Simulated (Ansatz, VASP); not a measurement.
# Two plane-wave programs on In

INCAR

```
SYSTEM = In
PREC = Accurate
ENCUT = 520
EDIFF = 1E-6
ISMEAR = 0
SIGMA = 0.1
LREAL = .FALSE.
LASPH = .TRUE.
NELM = 100
ALGO = Normal
ISIF = 2
LWAVE = .FALSE.
LCHARG = .FALSE.
GGA = PE
NBANDS = 12
```

File KPOINTS:

```
regular mesh
0
G
  8 8 8
  0 0 0
```

POSCAR

```
In
1.0
    2.8977094750     -0.0092337041      0.0019333068
    1.3511748701      2.6574447915      0.0315613032
    1.4007503594      0.8913993344      2.4516766216
In
1
Direct
    0.0000000000      0.0000000000      0.0000000000
```

Input for Ansatz:

```yaml
crystal:
  lattice:
    - [2.897709475, -0.0092337041, 0.0019333068]
    - [1.3511748701, 2.6574447915, 0.0315613032]
    - [1.4007503594, 0.8913993344, 2.4516766216]
  atoms:
    - { symbol: In, position: [0.0, 0.0, 0.0] }
basis:
  ecutwfc: 420
kpoints:
  mp_grid: { grid: [8, 8, 8] }
hamiltonian:
  xc: pbe
scf:
  occupations: { method: gaussian, width: 0.1 }
output:
  forces: true
  stress: true
  eigenvalues: true
```

Alike in both runs: task single point; functional PBE; k mesh 8 × 8 × 8; occupations gaussian, width 0.1 eV; no spin polarisation.

|  | VASP | Ansatz |
| --- | --- | --- |
| version | VASP 6.6.1 | Ansatz 0.2.0 |
| potentials or method | VASP PAW PBE potentials, release 64 (In_d) | scalar-relativistic, plane waves, PAW |
| plane-wave cutoff (eV) | 520 | 420 |
| valence electrons in the cell | 13 | 13 |

```csv
,VASP,Ansatz,Ansatz less VASP
gap on the k mesh at the Fermi level (eV),none,none,-
pressure (GPa),35.4,35.4,+0.01
largest component of the traceless stress (GPa),3.27,3.27,-0.001
```

A gap of «none» marks a metal or a gap that the smearing closes.

Caveats: so large a pressure means that the cell lies far from this level's equilibrium, or that cutoff or potentials fall short (VASP).
